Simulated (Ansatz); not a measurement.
How Ti stores the work of compression

Method: DFT r2SCAN, scalar-relativistic, plane waves, PAW in Ansatz. Run with 500 eV cutoff, 18×18×18 k-mesh, Gaussian smearing of 0.10 eV, no spin polarisation.

Reference structure (relaxed):

```yaml
crystal:
  lattice:
    - [0.00000, 2.05515, 2.05515]
    - [2.05515, 0.00000, 2.05515]
    - [2.05515, 2.05515, 0.00000]
  atoms:
    - { symbol: Ti, position: [0.00000, 0.00000, 0.00000] }
```

Cell and atoms were relaxed at each target pressure within the start's symmetry (Fm-3m), at zero temperature; other phases can be more stable under pressure. H = E + PV with P the target; E is the free energy at the smearing used, whose derivative the pressure is, per atom and counted from zero pressure. The mesh named is that at zero pressure; some other pressures ran on another.

| P (GPa) | V (Å³/atom) | E − E0 (meV) | H − H0 (meV) |
| --- | --- | --- | --- |
| 0 | 17.360 | 0.0 | 0.0 |
| 3 | 16.921 | 4.1 | 320.9 |
| 8 | 16.276 | 26.0 | 838.6 |
| 15 | 15.513 | 80.2 | 1532.6 |
| 30 | 14.242 | 255.6 | 2922.3 |
| 60 | 12.538 | 723.2 | 5418.4 |

Q: Thermodynamics gives dH/dP = V along a relaxed path. Integrate V over P by the trapezoid rule and compare with the computed enthalpies.

A: With 1 eV/Å³ = 160.22 GPa, each step adds the mean volume times ΔP / 160.22:
```csv
P (GPa),∫V dP (meV),H − H0 (meV),difference (meV)
3,321.0,320.9,0.0
8,839.0,838.6,0.3
15,1533.4,1532.6,0.8
30,2926.3,2922.3,4.0
60,5433.5,5418.4,15.1
```

V(P) curves upward, so the trapezoid rule runs high; integrating a smooth curve through the same points puts that excess at about 16.7 meV at 60 GPa, against the 15.1 meV found.

Q: At 60 GPa, how much of the enthalpy change is stored energy and how much is the PV term?

A: E rises by 723 meV/atom and PV is 60 × 12.538 / 160.22 = 4695 meV/atom, so PV makes 87 % of ΔH. So between rival structures at high pressure a small difference in volume can outweigh the difference in energy: 1 % of this volume is worth 47.0 meV/atom at this pressure.

Q: What bulk modulus do the lowest pressures give?

A: From the pressures that the runs reached, -3.01 GPa (17.862 Å³) and 3.00 GPa (16.921 Å³), B = −ΔP/Δln V = 6.01 / 0.0541 = 111 GPa, a mean over that range.

This fcc form isn't the element's structure at ambient conditions.